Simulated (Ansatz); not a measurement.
# TiO2 (I4_1/amd): what a change of settings does

```yaml
crystal:
  lattice:
    - [-1.86397, 1.86397, 4.63677]
    - [1.86397, -1.86397, 4.63677]
    - [1.86397, 1.86397, -4.63677]
  atoms:
    - { symbol: Ti, position: [0.00000, 0.00000, 0.00000] }
    - { symbol: Ti, position: [0.75000, 0.25000, 0.50000] }
    - { symbol: O, position: [0.21048, 0.21048, 0.00000] }
    - { symbol: O, position: [0.96048, 0.46048, 0.50000] }
    - { symbol: O, position: [0.53952, 0.03952, 0.50000] }
    - { symbol: O, position: [0.78952, 0.78952, 0.00000] }
```

The cell was relaxed at 5 GPa.

Conventional cell: a = 3.728 Å, b = 3.728 Å, c = 9.274 Å, α = 90.00°, β = 90.00°, γ = 90.00°. Ti (atom 1) has 6 O at 1.90 to 1.95 Å as nearest neighbours. O (atom 3) has 3 Ti at 1.90 to 1.95 Å as nearest neighbours.

Level of theory, where no other is named: LDA, PAW on Ansatz 0.2.0's default frozen-core files (fitted under PBE), scalar-relativistic. k mesh 8×8×8, strains of ±0.005, fixed occupations, cutoff 420 eV. The cell was relaxed by PAW under this functional.

With these settings the run gives C11 = 437.0, C44 = 43.6 GPa and B_V = 235.8 GPa (relaxed ions).

**Question.** The run is repeated in the same cell with basis.ecutwfc from its default to 18.4 Ry. What moves, and by how much?

**Answer.** C11: +0.23 %; C44: +33.56 %; B_V: +12.96 %. These settings are too loose or unsuited for a converged value. The cell isn't relaxed anew, and its pressure at the new settings is -1.7 GPa; in its own relaxed cell the change can differ in size and sign.

Caveats: frozen-core PAW files fitted under PBE, their cores solved anew for the functional of the run; basis or tolerance not converged; the cell carries a residual stress at this level.
